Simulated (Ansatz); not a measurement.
Si2Mo (space group I4/mmm) relaxed with several functionals in Ansatz (plane waves to 420 eV, scalar-relativistic PAW, no spin-orbit coupling, symmetry kept). The database cell has 13.42 Å³/atom; its temperature or method isn't stated, so the comparison with it is no error of the functional. No moments.

```
functional conventional cell V (Å³/atom) against the database cell (%) gap on mesh (eV) largest moment (μB)
       PBE  a = 3.217 Å, b = 3.217 Å, c = 7.873 Å, α = 90.00°, β = 90.00°, γ = 90.00°        13.58                            1.2              0.00                 0.00
    PBEsol a = 3.190 Å, b = 3.190 Å, c = 7.821 Å, α = 90.00°, β = 90.00°, γ = 90.00°        13.27                           -1.1              0.00                 0.00
PBE+D3(BJ) a = 3.179 Å, b = 3.179 Å, c = 7.796 Å, α = 90.00°, β = 90.00°, γ = 90.00°        13.13                           -2.2              0.00                 0.00
```